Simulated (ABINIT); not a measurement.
Crystal: C.

```
C
1.0
     0.00000    1.78337    1.78337
     1.78337    0.00000    1.78337
     1.78337    1.78337    0.00000
C
2
Direct
  0.75000 0.75000 0.75000
  0.50000 0.50000 0.50000
```

This isn't the form of C at room conditions, which is graphite.

Program: ABINIT 10.8.3 (patched build). Alike in all runs: task band structure; no spin polarisation; cell as given; k mesh 13 × 13 × 13; smearing fermi-dirac 0.05 eV. Hardware: 1 thread of Arm Neoverse V2, with other jobs on the host.

Q: Order these runs on this cell by their wall time, lowest first.
A. level LDA-PZ; potentials or basis JTH PAW LDA v2.0; cutoff (eV) 544; fine-grid cutoff 1088.46 eV
B. level RPBE; potentials or basis PseudoDojo NC SR PBE v0.4.1 standard; cutoff (eV) 1116
C. level SCAN; potentials or basis JTH PAW PBE v2.0; cutoff (eV) 653; fine-grid cutoff 1251.72 eV
D. level r2SCAN; potentials or basis PseudoDojo NC SR PBE v0.4.1 standard; cutoff (eV) 1333

A: A (6.5 s), B (22 s), C (55 s), D (290 s).

Caveats: the atomic spheres overlap (some runs); a meta-GGA on potentials with a model core is unreliable (some runs).

Runs at the PBE level aren't shown here.
